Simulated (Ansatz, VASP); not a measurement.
Given: the input of a run of Ansatz 0.2.0 on Au.

input.yaml

```yaml
crystal:
  lattice:
    - [0.0, 2.0617793868, 2.0617793868]
    - [2.0617793868, 0.0, 2.0617793868]
    - [2.0617793868, 2.0617793868, 0.0]
  atoms:
    - { symbol: Au, position: [0.0, 0.0, 0.0] }
hamiltonian:
  xc: lda
  pseudopotentials: { kind: paw, xc_functional: lda, accuracy: standard }
kpoints:
  mp_grid: { grid: [11, 11, 11] }
scf:
  occupations: { method: fermi_dirac, width: 0.05 }
output:
  forces: true
  stress: true
  eigenvalues: true
```

Potentials or basis: JTH PAW LDA.

Launch:

```sh
$ ansatz run input.yaml --threads 2 --pin off --max-ram 5120MiB --backend cpu --events-out ev --progress --plain --runs-dir out
```

Q: Translate it to VASP 6.6.1. Potentials there: VASP PAW LDA potentials, release 64 (Au).

A: As run (the cutoff follows the program's own potentials):

File INCAR:

```
PREC     = Accurate       # precision mode
ENCUT    = 520            # plane-wave cutoff, eV
EDIFF    = 1E-6           # SCF threshold, eV
ISMEAR   = -1             # smearing method
SIGMA    = 0.05           # smearing width, eV
LREAL    = False          # projectors in reciprocal space
LASPH    = True           # aspherical terms in the spheres
NELM     = 100            # most SCF steps
ALGO     = Normal         # electronic algorithm
ISIF     = 2              # what is computed and relaxed
LWAVE    = False          # write WAVECAR
LCHARG   = False          # write CHGCAR
GGA      = CA             # functional
NBANDS   = 12             # bands
```

KPOINTS

```
Automatic mesh
0
Gamma
  11 11 11
```

Contents of POSCAR:

```
Au
1.0
    0.0000000000      2.0617793868      2.0617793868
    2.0617793868      0.0000000000      2.0617793868
    2.0617793868      2.0617793868      0.0000000000
Au
1
Direct
    0.0000000000      0.0000000000      0.0000000000
```

Potentials or basis: VASP PAW LDA potentials, release 64 (Au).

Launch:

```console
$ cat potpaw_LDA.64/Au/POTCAR > POTCAR
$ mpirun -np 1 vasp_std > vasp.out
```

Both were run:

|  | VASP | Ansatz | Ansatz less VASP |
| --- | --- | --- | --- |
| gap on the k mesh at the Fermi level (eV) | none | none | - |
| pressure (GPa) | -8.9 | -9.1 | -0.25 |

A gap of «none» marks a metal or a gap that the smearing closes.

Spin-orbit coupling is left out, which matters for the levels of Au.
